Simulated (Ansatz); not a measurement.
# Ge: properties at the relaxed cell

One table from this session's results is given with a row withheld; the runs are named, their logs left out.

Method: DFT r2SCAN, scalar-relativistic, plane waves, PAW, in Ansatz 0.2.0.

1 further run of the same task is left out (set aside as unsound or not needed).

## Starting point

Symmetry: P6_3/mmc, No. 194, hexagonal system. The conventional cell has a = 3.996 Å, b = 3.996 Å, c = 6.603 Å, α = 90.00°, β = 90.00°, γ = 120.00°. Ge (site symmetry 3m) has 4 Ge at 2.45 to 2.47 Å as nearest neighbours.

Structure file:

```
Ge
1.0
     3.99565    0.00000    0.00000
    -1.99782    3.46033    0.00000
     0.00000    0.00000    6.60271
Ge
4
Direct
  0.66667 0.33333 0.06298
  0.33333 0.66667 0.56298
  0.66667 0.33333 0.43702
  0.33333 0.66667 0.93702
```

It goes back to an entry of the Materials Project, which need not be the stable form.

This cell was relaxed beforehand with the same method: volume 22.82 Å³/atom, gap on the mesh 0.10 eV.

The first run:

Input file input.yaml:

```yaml
crystal:
  lattice:
    - [3.9552858552, 0.0, 0.0]
    - [-1.9776429276, 3.4253780299, 0.0]
    - [0.0, 0.0, 6.5360123696]
  atoms:
    - { symbol: Ge, position: [0.6666666667, 0.3333333333, 0.0629814342] }
    - { symbol: Ge, position: [0.3333333333, 0.6666666667, 0.5629814342] }
    - { symbol: Ge, position: [0.6666666667, 0.3333333333, 0.4370185658] }
    - { symbol: Ge, position: [0.3333333333, 0.6666666667, 0.9370185658] }
basis:
  ecutwfc: 500
kpoints:
  mp_grid: { grid: [12, 12, 6] }
hamiltonian:
  xc: r2scan
scf:
  occupations: { method: gaussian, width: 0.01 }
output:
  forces: true
  stress: true
  eigenvalues: true
relax:
  adjacent_minimum: "off"
  f_tol: 0.01
  max_steps: 30
  cell: { stress_tol: 0.1, fix: [volume] }
```

The run is started by

```bash
> ansatz run input.yaml --threads 1 --pin off --max-ram 2560MiB --backend cpu --events-out ev --progress --plain --runs-dir out
```

Among the steps run: The cell scaled to 0.97 of its volume; The cell scaled to 1.03 of its volume; Volume × 0.94; The cell scaled to 1.06 of its volume; Point at V/V0 = 0.91; Volume × 1.10; The cell scaled to 0.88 of its volume.

One of the session's tables, all rows but one given; the rest of the session is left out.

It belongs to the step «Equation of state». 

| volume (Å³/atom) | energy above the lowest point (meV/atom) | pressure (GPa) | gap on the mesh (eV) |
| --- | --- | --- | --- |
| 20.084 | 93.0 | 12.28 | 0.41 |
| 20.769 | 49.1 | 8.38 | 0.38 |
| 21.453 | 20.5 | 5.10 | 0.28 |
| 22.138 | 4.8 | 2.33 | 0.19 |
| 22.823 | 0.0 | -0.01 | 0.10 |
| 23.507 | 4.3 | -1.94 | 0.00 |
| 24.192 | ? | ? | ? |
| 25.105 | 41.9 | -5.37 | 0.08 |

**Question.** Estimate the row for volume (Å³/atom) = 24.192.

Worked estimate for «energy above the lowest point (meV/atom)». A straight line through the neighbours (23.507, 4.3) and (25.105, 41.9) gives 4.3 + (41.9 − 4.3) × (24.192 − 23.507) / (25.105 − 23.507) = 20.4; a parabola fitted to 3 rows on both sides gives 15.7.

The run gave: energy above the lowest point (meV/atom): 16.2; pressure (GPa): -3.57; gap on the mesh (eV): 0.06. In «energy above the lowest point (meV/atom)» the line misses by +4.2 and the parabola by -0.5.

To keep in mind: The gap on the mesh goes from 0.41 eV at the smallest volume to 0.08 eV at the largest, through a dip to 0.00 eV between.
